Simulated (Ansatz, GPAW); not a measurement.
Nb: programs and potentials compared

```xyz
1
Lattice="-1.6640 1.6640 1.6640 1.6640 -1.6640 1.6640 1.6640 1.6640 -1.6640" Properties=species:S:1:pos:R:3 pbc="T T T"
Nb    0.0000    0.0000    0.0000
```

Alike in all runs: task single point; functional PBE; k mesh 11 × 11 × 11; occupations gaussian, width 0.022 eV; no spin polarisation; no spin-orbit coupling. Pressure is positive in compression and, in plane waves, holds the error of the finite cutoff, which Ansatz's Pulay term estimates and takes out.

```tsv
program and potentials	plane-wave cutoff (eV)	notes	pressure (GPa)
Ansatz, Ansatz PAW	420	Pulay term of +0.03 GPa included	-1.73
Ansatz, all-electron LAPW, scalar-relativistic	-	-	-1.74
GPAW, GPAW PAW data sets (gpaw-data 1.2.1)	600	-	-2.51
```

The pressure spans -2.51 (GPAW, GPAW PAW data sets (gpaw-data 1.2.1)) to -1.73 GPa (Ansatz, Ansatz PAW), with all-electron results at -1.74.

The functional is the same throughout but for its coding, so the spread measures potentials, basis and numerics; runs on potential files found faulty are left out.
